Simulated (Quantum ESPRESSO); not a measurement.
The system is Sc.

```
Sc
1.0
     3.30900    0.00000    0.00000
    -1.65450    2.86568    0.00000
     0.00000    0.00000    5.27330
Sc
2
Direct
  0.66667 0.33333 0.75000
  0.33333 0.66667 0.25000
```

Program: Quantum ESPRESSO 7.5. Alike in all runs: task band structure; no spin polarisation; cell as given; k mesh 9 × 9 × 5; cutoff (eV) 1061; smearing fermi-dirac 0.05 eV.

Problem. Order these runs on this cell by their pressure, lowest first.
A. level PBEsol; potentials or basis PseudoDojo 0.4.1 SR PBEsol standard
B. level LDA; potentials or basis PseudoDojo 0.4.1 SR LDA standard; form of the LDA correlation PW92
C. level PBE; potentials or basis PseudoDojo 0.4.1 SR PBE standard

Solution. B (-5.3 GPa), A (-2.8 GPa), C (-0.7 GPa).
